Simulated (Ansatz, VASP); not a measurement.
## ZnO (zincite) in two plane-wave programs

Aim: how closely do two programs agree when they are given the same cell, functional and k mesh? The cell is taken from a series of VASP runs on this material, whose earlier steps may have relaxed, scaled or displaced it; both programs get it as it stands.

Program: Ansatz 0.2.0. Level of theory: plane waves, with VASP 6.6.1 beside it; relaxation of cell and atoms at PBEsol. Results are calculated unless marked as measured.

## 1. The starting structure

It takes space group P6_3mc (No. 186, hexagonal). The conventional cell has a = 3.239 Å, b = 3.239 Å, c = 5.223 Å, α = 90.00°, β = 90.00°, γ = 120.00°. Nearest to Zn lie 4 O at 1.97 to 1.98 Å. O has 4 Zn at 1.97 to 1.98 Å nearest. Farther neighbours and most contacts between anions are not listed.

Coordinates:

```cif
data_structure
_symmetry_space_group_name_H-M 'P 1'
_symmetry_Int_Tables_number 1
_cell_length_a 3.2391
_cell_length_b 3.2391
_cell_length_c 5.2233
_cell_angle_alpha 90.000
_cell_angle_beta 90.000
_cell_angle_gamma 120.000
_cell_volume 47.46
loop_
_atom_site_label
_atom_site_type_symbol
_atom_site_fract_x
_atom_site_fract_y
_atom_site_fract_z
_atom_site_occupancy
Zn1 Zn 0.66667 0.33333 0.99985 1
Zn2 Zn 0.33333 0.66667 0.49985 1
O3 O 0.33333 0.66667 0.87916 1
O4 O 0.66667 0.33333 0.37916 1
```

## 2. VASP: relaxation of cell and atoms, PBEsol

The relaxed volume is the usual yardstick between codes: its relative difference is about their pressure difference at one cell divided by the bulk modulus.

Lines of VASP's logs that name or quote its potential files are left out, and so is its time.

The input, INCAR:

```
SYSTEM = ZnO
PREC = Accurate
ENCUT = 520
EDIFF = 1E-06
NELM = 100
ISMEAR = 0
SIGMA = 0.03
LREAL = .FALSE.
ALGO = Normal
GGA = PS
NBANDS = 24
LORBIT = 11
LWAVE = .FALSE.
LCHARG = .FALSE.
KPAR = 8
IBRION = 2
NSW = 50
ISIF = 3
EDIFFG = -0.006
```

The input, POSCAR:

```
ZnO
1.0
    3.2390860630      0.0000000000      0.0000000000
   -1.6195430316      2.8051308156      0.0000000000
    0.0000000000      0.0000000000      5.2233232250
Zn O
2 2
Direct
    0.6666666667      0.3333333333      0.9998456408
    0.3333333333      0.6666666667      0.4998456408
    0.3333333333      0.6666666667      0.8791643592
    0.6666666667      0.3333333333      0.3791643592
```

The input, KPOINTS:

```
Automatic mesh
0
Gamma
8 8 4
0 0 0
```

The projector-augmented-wave data sets are Zn and O (PBE family, release 64).

Run with:

```bash
$ mpirun -np 8 vasp_std
```

Numbers of over 12 decimals in the logs are rounded to 6 here.

Output:

```text
[banner, memory and clock lines left out]
running    8 mpi-ranks, on    1 nodes
 distrk:  each k-point on    1 cores,    8 groups
 distr:  one band on    1 cores,    1 groups

 POSCAR found type information on POSCAR ZnO
 POSCAR found :  2 types and       4 ions
|                                                                             |
|           W    W    AA    RRRRR   N    N  II  N    N   GGGG   !!!           |
|           W    W   A  A   R    R  NN   N  II  NN   N  G    G  !!!           |
|           W    W  A    A  R    R  N N  N  II  N N  N  G       !!!           |
|           W WW W  AAAAAA  RRRRR   N  N N  II  N  N N  G  GGG   !            |
|           WW  WW  A    A  R   R   N   NN  II  N   NN  G    G                |
|           W    W  A    A  R    R  N    N  II  N    N   GGGG   !!!           |
|                                                                             |
|     For optimal performance we recommend to set                             |
|       NCORE = 2 up to number-of-cores-per-socket                            |
|     NCORE specifies how many cores store one orbital (NPAR=cpu/NCORE).      |
|     This setting can greatly improve the performance of VASP for DFT.       |
|     The default, NCORE=1 might be grossly inefficient on modern             |
|     multi-core architectures or massively parallel machines. Do your        |
|     Unfortunately you need to use the default for GW and RPA                |
|     calculations (for HF NCORE is supported but not extensively tested      |
|     yet).                                                                   |
|                                                                             |

|                                                                             |
|               ----> ADVICE to this user running VASP <----                  |
|                                                                             |
|     You enforced a specific xc type in the INCAR file but a different       |
|     [... a line on the potential file left out ...]
|     I HOPE YOU KNOW WHAT YOU ARE DOING!                                     |
|                                                                             |

 LDA part: xc-table for (Slater+PW92), standard interpolation
 POSCAR, INCAR and KPOINTS ok, starting setup
 FFT: planning ... GRIDC
 FFT: planning ... GRID_SOFT
 FFT: planning ... GRID
 WAVECAR not read
 entering main loop
       N       E                     dE             d eps       ncg     rms          rms(c)
DAV:   1     0.277796646442E+03    0.27780E+03   -0.18751E+04  1464   0.218E+03
DAV:   2     0.464765761747E+01   -0.27315E+03   -0.25955E+03  1568   0.424E+02
DAV:   3    -0.218134015178E+02   -0.26461E+02   -0.26249E+02  1720   0.138E+02
DAV:   4    -0.222090305372E+02   -0.39563E+00   -0.39549E+00  1584   0.179E+01
DAV:   5    -0.222114553045E+02   -0.24248E-02   -0.24247E-02  1728   0.133E+00    0.141E+01
DAV:   6    -0.193102946359E+02    0.29012E+01   -0.77744E+00  2528   0.654E+01    0.911E+00
DAV:   7    -0.194511697167E+02   -0.14088E+00   -0.23544E+00  1512   0.169E+01    0.538E+00
DAV:   8    -0.194536593711E+02   -0.24897E-02   -0.58182E-01  2024   0.734E+00    0.161E+00
DAV:   9    -0.194054055088E+02    0.48254E-01   -0.10924E-01  2168   0.640E+00    0.355E-01
DAV:  10    -0.194073542414E+02   -0.19487E-02   -0.40535E-02  1472   0.144E+00    0.122E-01
DAV:  11    -0.194073132202E+02    0.41021E-04   -0.89733E-04  1880   0.323E-01    0.276E-02
DAV:  12    -0.194073420485E+02   -0.28828E-04   -0.43222E-05  1808   0.918E-02    0.246E-02
DAV:  13    -0.194073374573E+02    0.45911E-05   -0.12461E-05  2016   0.676E-02    0.921E-03
DAV:  14    -0.194073367434E+02    0.71391E-06   -0.57549E-06  1544   0.262E-02
   1 F= -.19407337E+02 E0= -.19407337E+02  d E =-.194073E+02
 curvature:   0.00 expect dE= 0.000E+00 dE for cont linesearch  0.000E+00
 trial: gam= 0.00000 g(F)=  0.319E-05 g(S)=  0.205E-04 ort = 0.000E+00 (trialstep = 0.100E+01)
 search vector abs. value=  0.237E-04
 bond charge predicted
       N       E                     dE             d eps       ncg     rms          rms(c)
DAV:   1    -0.194075873678E+02   -0.24991E-03   -0.43174E-03  1744   0.113E+00    0.117E-01
DAV:   2    -0.194073693859E+02    0.21798E-03   -0.90424E-04  1752   0.590E-01    0.431E-02
DAV:   3    -0.194073485690E+02    0.20817E-04   -0.18296E-05  2032   0.954E-02    0.242E-02
DAV:   4    -0.194073403448E+02    0.82242E-05   -0.11693E-05  2144   0.466E-02    0.332E-03
DAV:   5    -0.194073402989E+02    0.45945E-07   -0.20836E-06   976   0.155E-02
   2 F= -.19407340E+02 E0= -.19407340E+02  d E =-.355544E-05
 trial-energy change:   -0.000004  1 .order   -0.000011   -0.000024    0.000002
 step:   0.4929(harm=  0.9347)  dis= 0.00010  next Energy=   -19.407342 (dE=-0.495E-05)
 reached required accuracy - stopping structural energy minimisation
```

From OUTCAR (step 2):

```text
ion  position               nearest neighbor table
   1  0.667  0.333  1.000-   3 1.97   3 1.97   3 1.97   4 1.98
   2  0.333  0.667  0.500-   4 1.97   4 1.97   4 1.97   3 1.98
   3  0.333  0.667  0.879-   1 1.97   1 1.97   1 1.97   2 1.98
   4  0.667  0.333  0.379-   2 1.97   2 1.97   2 1.97   1 1.98

  LATTYP: Found a hexagonal cell.
 ALAT       =     3.2390860630
 C/A-ratio  =     1.6125916766

 Subroutine GETGRP returns: Found 12 space group operations
 (whereof  6 operations were pure point group operations)

The static configuration has the point symmetry C_3v.
 The point group associated with its full space group is C_6v.

 Found     30 irreducible k-points:

   k-points           NKPTS =     30   k-points in BZ     NKDIM =     30   number of bands    NBANDS=     24

   dimension x,y,z NGX =    24 NGY =   24 NGZ =   40
   dimension x,y,z NGXF=    48 NGYF=   48 NGZF=   80

   ENCUT  =  520.0 eV  38.22 Ry    6.18 a.u.   6.02  6.02  9.71*2*pi/ulx,y,z

   NELECT =      36.0000    total number of electrons

 k-points in reciprocal lattice and weights: Automatic mesh
   0.00000000  0.00000000  0.00000000       0.004
   0.12500000 -0.00000000  0.00000000       0.023
   0.25000000 -0.00000000  0.00000000       0.023
   0.37500000 -0.00000000  0.00000000       0.023
   0.50000000 -0.00000000  0.00000000       0.012
   0.12500000  0.12500000  0.00000000       0.023
   0.25000000  0.12500000  0.00000000       0.047
   0.37500000  0.12500000  0.00000000       0.047
   0.25000000  0.25000000  0.00000000       0.023
[...]
0.25000000  0.25000000  0.50000000       0.023
   0.37500000  0.25000000  0.50000000       0.023

 average (electrostatic) potential at core
       1 -35.6234       2 -35.6234       3 -73.1701       4 -73.1701

 E-fermi :   1.2142

 k-point     1 :       0.0000    0.0000    0.0000
  band No.  band energies     occupation
    ...
     14       0.2833      2.00000
     15       0.2833      2.00000
     16       0.9959      2.00000
     17       1.0880      2.00000
     18       1.0880      2.00000
     19       1.7682      0.00000
     20       6.2135      0.00000
     21       9.1711      0.00000
     22      13.8773      0.00000
     23      13.8773      0.00000
    ...

 k-point     2 :       0.1250   -0.0000    0.0000
  band No.  band energies     occupation
    ...
     14      -0.2797      2.00000
     15       0.0750      2.00000
     16       0.2645      2.00000
     17       0.8909      2.00000
     18       0.9755      2.00000
     19       2.8027      0.00000
     20       6.8469      0.00000
     21       9.1573      0.00000
     22      12.4515      0.00000
     23      14.0278      0.00000
    ...

 k-point     3 :       0.2500   -0.0000    0.0000
  band No.  band energies     occupation
    ...
     14      -1.4385      2.00000
     15      -0.6427      2.00000
     16      -0.4290      2.00000
     17       0.5659      2.00000
     18       0.6868      2.00000
     19       4.2590      0.00000
     20       8.0537      0.00000
     21       9.0822      0.00000
     22      10.6031      0.00000
     23      12.5952      0.00000
    ...

  Total        0.0052041      0.0052041      0.0173121     -0.0000000      0.0000000      0.0000000
  in kB        0.1758205      0.1758205      0.5848907     -0.0000000      0.0000000      0.0000000
  external PRESSURE =       0.3121772 kB  Pullay stress =       0.0000000 kB

  energy-cutoff  :      520.00
  volume of cell :       47.42
      direct lattice vectors                 reciprocal lattice vectors
     3.237961597  0.000000000  0.000000000     0.308836276  0.178306707  0.000000000
    -1.618980799  2.804157000 -0.000000000    -0.000000000  0.356613414  0.000000000
    -0.000000000 -0.000000000  5.222901545    -0.000000000  0.000000000  0.191464455

 POSITION                                       TOTAL-FORCE (eV/Angst)
 -----------------------------------------------------------------------------------
      1.61898      0.93472      5.22229        -0.000000     -0.000000      0.004273
     -0.00000      1.86944      2.61084        -0.000000     -0.000000      0.004273
     -0.00000      1.86944      4.59159         0.000000      0.000000     -0.004273
      1.61898      0.93472      1.98014         0.000000      0.000000     -0.004273
 -----------------------------------------------------------------------------------
    total drift:                                0.000000      0.000000     -0.000717

  FREE ENERGIE OF THE ION-ELECTRON SYSTEM (eV)
  ---------------------------------------------------
  free  energy   TOTEN  =       -19.4073402989 eV

  energy  without entropy=      -19.4073402989  energy(sigma->0) =      -19.40734030

 reached required accuracy - stopping structural energy minimisation

 total charge
# of ion       s       p       d       tot
------------------------------------------
    1        0.464   0.498   9.904  10.866
    2        0.464   0.498   9.904  10.866
    3        1.544   3.439   0.000   4.984
    4        1.544   3.439   0.000   4.984
--------------------------------------------------
tot          4.016   7.875  19.808  31.699

[... 3 further parts left out ...]
```

## 3. Ansatz: relaxation of cell and atoms, PBEsol

Ansatz runs on its default PAW (the set named soft_2) files.

The same cell, functional, mesh and smearing now go to Ansatz, which takes its cutoff from its data sets.

The input, input.yaml:

```yaml
crystal:
  lattice:
    - [3.239086063, 0.0, 0.0]
    - [-1.6195430316, 2.8051308156, 0.0]
    - [0.0, 0.0, 5.223323225]
  atoms:
    - { symbol: Zn, position: [0.6666666667, 0.3333333333, 0.9998456408] }
    - { symbol: Zn, position: [0.3333333333, 0.6666666667, 0.4998456408] }
    - { symbol: O, position: [0.3333333333, 0.6666666667, 0.8791643592] }
    - { symbol: O, position: [0.6666666667, 0.3333333333, 0.3791643592] }
hamiltonian:
  xc: pbesol
  pseudopotentials: { kind: paw }
kpoints:
  mp_grid: { grid: [8, 8, 4] }
scf:
  occupations: { method: gaussian, width: 0.03 }
relax:
  f_tol: 0.01
  max_steps: 60
  cell: { stress_tol: 0.05 }
output:
  forces: true
  stress: true
```

Run with:

```bash
$ ansatz run input.yaml --threads 4 --pin off --max-ram 9216MiB --backend cpu --events-out ev --progress --plain --runs-dir out
```

Output:

```text
Engine: ansatz 0.2.0, aarch64-unknown-linux-gnu
Pseudopotentials: kind: paw
Pseudopotential: Zn, paw, valence charge 12, recommended cutoff 420 eV (normal), Zn.paw.azcp
Pseudopotential: O, paw, valence charge 6, recommended cutoff 420 eV (normal), O.paw.azcp
Functional definition: PBEsol
  exchange = pbesol_x
  correlation = pbesol_c
Crystal: 4 atoms, lattice volume = 47.459 Å³
Basis set: ecut = 420 eV, 941 PW (Γ), exchange–correlation on 48×48×72 points (8 copies of the dense FFT grid, shifted against one another)
Bands: 22, of which v1, the nominal top of the filled ones, is band 18 counted from 1 (17 counted from 0)
Symmetry: 12 space group operations
Space group: P63mc (ITA 186), of the structure as read, at distance tolerance 3.6e-5 Å
k-points: 30 of 256 (time reversal used)
Non-local potential: Zn, projectors of the file, l = 0: 2, l = 1: 2, l = 2: 3, l = 3: 1
Non-local potential: O, projectors of the file, l = 0: 2, l = 1: 2, l = 2: 1
PAW form: soft (Blöchl's): semilocal exchange-correlation on the pseudo side does not see the compensation charge
PAW frozen core: Zn, regenerated for the run's functional, and the local potential with it (the file was generated under x = pbe(κ = 0.804, μ = 0.219515), c = pbe(β = 0.066725))
PAW frozen core: O, regenerated for the run's functional, and the local potential with it (the file was generated under x = pbe(κ = 0.804, μ = 0.219515), c = pbe(β = 0.066725))
PAW one-centre angular grid: Zn, 590 points (default); XC on 64 Gauss nodes
PAW one-centre angular grid: O, 110 points (default); XC on 64 Gauss nodes
Initial density: superposition of atomic densities (neutral atoms: chi_scale 0, normalization atom), corrected by the library's trained network
Initial wavefunctions: pseudopotential atomic-orbital guess
Functional: x = pbesol(κ = 0.804, μ = 0.123457), c = pbesol(β = 0.046)
SCF iter   1: F=—  HF=-7684.280564 eV  |F-HF|=—  |Δ(HF+E_count)|=         —  Δρ=1.57e-2  dr2=9.44e-2  ethr=1.77e-3  ⟨swp⟩=6.0  Hψ=2932  notcnv=0
preconditioner: auto → Resta (q_TF=auto, 2.605 Å⁻¹)  ε∞=7.6  [insulator: Δε(μ)=0.554 eV  Ē_g=12.564 eV  σ=0.030 eV  W_gap=1.00  n_scr=22 (ndim 8)  ℏωp=32.3 eV  f_vac=0.034  D(μ)=0.00/eV (n_scr^D=0)  ε∞_Penn≈7.6]
SCF iter   2: F=—  HF=-7684.256076 eV  |F-HF|=—  |Δ(HF+E_count)|=   2.45e-2  Δρ=2.07e-3  dr2=9.99e-4  ethr=2.62e-4  ⟨swp⟩=3.0  Hψ=1536  notcnv=0
SCF iter   3: F=—  HF=-7684.256079 eV  |F-HF|=—  |Δ(HF+E_count)|=   3.64e-6  Δρ=1.15e-3  dr2=4.75e-4  ethr=2.78e-6  ⟨swp⟩=1.1  Hψ=697  notcnv=0
SCF iter   4: F=—  HF=-7684.256084 eV  |F-HF|=—  |Δ(HF+E_count)|=   4.28e-6  Δρ=2.48e-4  dr2=1.99e-5  ethr=1.32e-6  ⟨swp⟩=2.0  Hψ=1137  notcnv=0
SCF iter   5: F=—  HF=-7684.256105 eV  |F-HF|=—  |Δ(HF+E_count)|=   2.11e-5  Δρ=1.67e-4  dr2=9.56e-6  ethr=5.53e-8  ⟨swp⟩=2.0  Hψ=1148  notcnv=0
SCF iter   6: F=—  HF=-7684.256099 eV  |F-HF|=—  |Δ(HF+E_count)|=   5.42e-6  Δρ=2.04e-5  dr2=1.51e-7  ethr=2.66e-8  ⟨swp⟩=2.0  Hψ=1140  notcnv=0
SCF iter   7: F=-7684.256099 eV  HF=-7684.256099 eV  |F-HF|=3.80e-8  |Δ(HF+E_count)|=   2.46e-7  Δρ=8.68e-6  dr2=3.49e-8  ethr=2.78e-10  ⟨swp⟩=4.1  Hψ=2376  notcnv=0
SCF 1 converged in 7 iterations: F = -7684.256099 eV  dr2 = 3.49e-8
  greatest PAW one-centre occupation: 0.987 electrons in one spin orbital (limit 2), on the Zn atom at site 1 (counted from 0), in its partial waves of l = 2
relax step   1: F+E_penalty+E_count = -7684.25609947 eV  Δ(F+E_penalty+E_count) = +0.000e0 eV  max|allowed force component| = 2.808e-3 eV/Å  Δτ_max = 0.0000 Å  P = -1.058 GPa  Ω = 47.459 Å³  (7 SCF iters, dr2 threshold 1.00e-7 eV, accepted)
[...]
relax step   2: F+E_penalty+E_count = -7684.25780788 eV  Δ(F+E_penalty+E_count) = -1.708e-3 eV  max|allowed force component| = 3.102e-3 eV/Å  Δτ_max = 0.0001 Å  P = -0.501 GPa  Ω = 47.282 Å³  energy of the carried Pulay correction = +8.397e-4 eV  (5 SCF iters, dr2 threshold 4.00e-7 eV, accepted)
[...]
relax step   3: F+E_penalty+E_count = -7684.25881545 eV  Δ(F+E_penalty+E_count) = -1.008e-3 eV  max|allowed force component| = 3.117e-3 eV/Å  Δτ_max = 0.0003 Å  P = +0.007 GPa  Ω = 47.123 Å³  energy of the carried Pulay correction = +1.595e-3 eV  (5 SCF iters, dr2 threshold 4.00e-7 eV, accepted)
[...]
relax step   4: F+E_penalty+E_count = -7684.25743122 eV  Δ(F+E_penalty+E_count) = +1.384e-3 eV  max|allowed force component| = 3.261e-3 eV/Å  Δτ_max = 0.0000 Å  P = -0.043 GPa  Ω = 47.123 Å³  stress off target by 4.31e-2 GPa  SCF on the basis re-selected at this cell (its energy is not comparable with the rows above)  (7 SCF iters)
basis re-selected at this cell: Δ(F+E_penalty+E_count) = +1.384e-3 eV, ΔP = -0.049 GPa vs the last step (what re-selecting the basis moved, of the pressure what is left beyond the Pulay correction that the steps carried, after the strain that the cell walked since its last selection, with what the two solves' SCF thresholds leave and, on support functions, any second-order correction that the steps lacked; it is no m [...]
SCF converged after 7 iterations
Free energy (F): -7684.257431 eV
Harris-Foulkes:  -7684.257431 eV  (|F-HF|=5.46e-12)
Internal energy: -7684.257431 eV  (E = F + TS)
E sigma→0 (E₀):  -7684.257431 eV
Fermi energy:    7.574004 eV
--- Per-component energies (eV) ---
  E_band       = 63.762713
  E_kinetic    = 610.780877
  E_local      = -3986.466486  (includes V_loc(G=0)·N_el)
  E_nonlocal   = 1338.113457
  E_hartree    = 1633.994035
  E_xc         = -415.060302
  E_vxc        = -289.594556  (∫ρ·V_xc dr)
  E_paw        = -3894.567683  (= ΣΔE_a)
  E_vpaw       = -877.062817  (= ΣTr[D̂ρ^β])
  E_aug_tail   = 0.004186  (compensation charges beyond the density's cutoff)
  E_ewald      = -2972.720801
  E_core_change = 1.665286  (= ΣΔE_core)
  E_smearing   = -0.000000  (= −TS)
  E_closure    = -0.000000  (closes the sum)
  Σ components = -7684.257431   (vs F -7684.257431, Δ=0.00e0)
--- Forces (eV/Å), atoms counted from 1 ---
  atom   1  Zn    -0.00000000     0.00000000     0.00326124
  atom   2  Zn     0.00000000     0.00000000     0.00326124
  atom   3  O     -0.00000000    -0.00000000    -0.00326114
  atom   4  O      0.00000000     0.00000000    -0.00326114
  max |Σ_I F_I| component: 1.94e-7 eV/Å
--- Stress (GPa, compression-positive) ---
       -0.043134       0.000000       0.000000
        0.000000      -0.043134       0.000000
        0.000000       0.000000      -0.041549
  P = ⅓ Tr σ = -0.0426 GPa (-0.426 kbar)
--- Relaxed structure (3 steps of the walk, 3 accepted, 1 SCFs on fresh bases) ---
  F+E_penalty+E_count = -7684.25743122 eV   max|allowed force component| = 3.261e-3 eV/Å   (the final SCF, on the basis selected at the relaxed cell)
  cell:  # Å, volume = 47.1227 Å³
    - [3.230713, 5.758567228291407e-11, 0]
    - [-1.615356, 2.797879, 0]
    - [0, 0, 5.213186]
  atoms:
    - { symbol: Zn, position: [0.666667, 0.333333, 0.999930] }
    - { symbol: Zn, position: [0.333333, 0.666667, 0.499930] }
    - { symbol: O, position: [0.333333, 0.666667, 0.879080] }
    - { symbol: O, position: [0.666667, 0.333333, 0.379080] }
```

Run time: 5.4 s. Hardware: 4 threads of Arm Neoverse N1, shared host; peak memory 0.35 GiB.

## 4. Side by side

Known differences besides the potentials themselves: both relaxations stop at a tolerance, which leaves soft axes loose, and VASP keeps its plane-wave basis; the cutoff is 420 eV in Ansatz and 520 eV in VASP; Ansatz makes its cores anew for this functional, VASP keeps those of its PBE data sets; VASP leaves aspherical gradient terms in its spheres out (LASPH is not set), Ansatz keeps them; Ansatz adds a Pulay correction to the stress that steers its cell, VASP none. Total energies have different zeros and are not compared.

Both answers:

| quantity | Ansatz | VASP | difference |
| --- | --- | --- | --- |
| volume (Å³) | 47.12 | 47.42 | -0.63 % |
| edge a after relaxation, in the typed setting (Å) | 3.231 | 3.238 | -0.23 % |
| edge c after relaxation, in the typed setting (Å) | 5.213 | 5.223 | -0.19 % |

The walks stopped with -0.04 GPa left in Ansatz and 0.03 GPa in VASP; each walk ends within a tolerance, so the volume difference is uncertain by about these residues over the bulk modulus, most in soft cells.

## 5. Outcome

```yaml
difference_in_volume_relaxation_of_cell_and_atoms_pbesol: -0.63 %
```

**Reading.** The difference in volume is -0.63 % (relaxation of cell and atoms, PBEsol), within the 1.2 % picked in this series as the mark of a large difference, as far as the stopping tolerances let one tell. How closely two codes agree says nothing of how well the functional describes the real material.

[Lines on the potential files, build, host, timing and source positions are cut from VASP's logs without a mark.]

[Logs are printed without paths, hosts, clocks, repeated set-up lines and the standing remarks that a program may print on its own settings, such as how far it seeks lower states.]

[Hosts, paths, dates, database ids (printed as entryN), source tags and the programs' standing remarks are cut or masked in the printed files.]
